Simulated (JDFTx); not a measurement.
Pd: relaxation of cell and atoms with r2SCAN

Crystal: Pd.

```
CELL_PARAMETERS angstrom
-1.57228 1.57228 1.57228
1.57228 -1.57228 1.57228
1.57228 1.57228 -1.57228
ATOMIC_POSITIONS crystal
Pd 0.00000 0.00000 0.00000
```

This isn't the form of Pd at room conditions, which is fcc.

| Item | Value |
| --- | --- |
| Program | JDFTx 1.7.0 (patched build) |
| Task | relaxation of cell and atoms |
| Functional | r2SCAN |
| Potentials or basis | SG15-PBE-1.2 with smoothed tails |
| Cutoff | 1088 eV |
| Density cutoff | 4354 eV |
| k mesh | 6 × 6 × 6 |
| Occupations | fermi-dirac, width 0.05 eV |
| Spin | no spin polarisation |
| Local potential set to -Z/r beyond | 6 bohr |
| Bands | 15 |
| Density cutoff over wavefunction cutoff | 4 |
| Max SCF steps | 100 |
| SCF threshold on the energy | 1e-09 Ha |
| Solver of the electrons | scf |
| Further solve for the empty bands | no |

| Quantity | Value |
| --- | --- |
| Relaxed volume | 14.88 Å³/atom |
| Relaxed cell | a = 2.684 Å, b = 2.684 Å, c = 2.684 Å, α = 109.47°, β = 109.47°, γ = 109.47° |
| Space group after relaxing (to 0.05 Å) | Im-3m (No. 229) |
| Energy gained by relaxing | 16.2 meV/atom |
| Ionic steps | 5 |
| Pressure after relaxing | 0.0 GPa |
| Band gap on the k mesh | none (metal or under the smearing width) |

Step by step:
| step | energy change (eV) | largest force (eV/Å) | pressure (GPa) | volume (Å³) |
| --- | --- | --- | --- | --- |
| 1 | 0.0000 | 0.0000 | -7.37 | 15.55 |
| 2 | -0.0068 | 0.0000 | -5.76 | 15.38 |
| 3 | -0.0162 | 0.0000 | 0.28 | 14.85 |
| 4 | -0.0162 | 0.0000 | 0.01 | 14.88 |
| 5 | -0.0162 | 0.0000 | 0.01 | 14.88 |

Final structure:
```yaml
crystal:
  lattice:
    - [-1.54935, 1.54935, 1.54935]
    - [1.54935, -1.54935, 1.54935]
    - [1.54935, 1.54935, -1.54935]
  atoms:
    - { symbol: Pd, position: [0.00000, 0.00000, 0.00000] }
```

Levels at points of the mesh, in eV from the Fermi level:
```csv
k point,band 5,band 6,band 7,band 8,band 9,band 10,band 11,band 12,band 13,band 14
"(0.00, 0.00, 0.00)",-6.88,-2.77,-2.77,-2.77,-0.78,-0.78,20.80,20.80,20.80,29.33
"(0.00, 0.00, 0.50)",-5.12,-3.99,-0.84,-0.54,0.85,1.99,8.48,16.33,19.01,25.53
"(0.50, 0.50, 0.50)",-5.09,-5.09,0.46,0.46,0.46,10.10,10.10,10.10,18.51,18.64
```

It took 77 s on 1 thread of Intel(R) Xeon(R) Processor @ 2.70GHz, with other jobs on the host, peak memory 0.06 GiB.

Caveat: the k mesh is coarse (spacing up to 0.47 Å⁻¹), so the values aren't converged; meta-GGA forces are noisy on this grid; the potentials were made for another functional, which shifts forces and pressure.
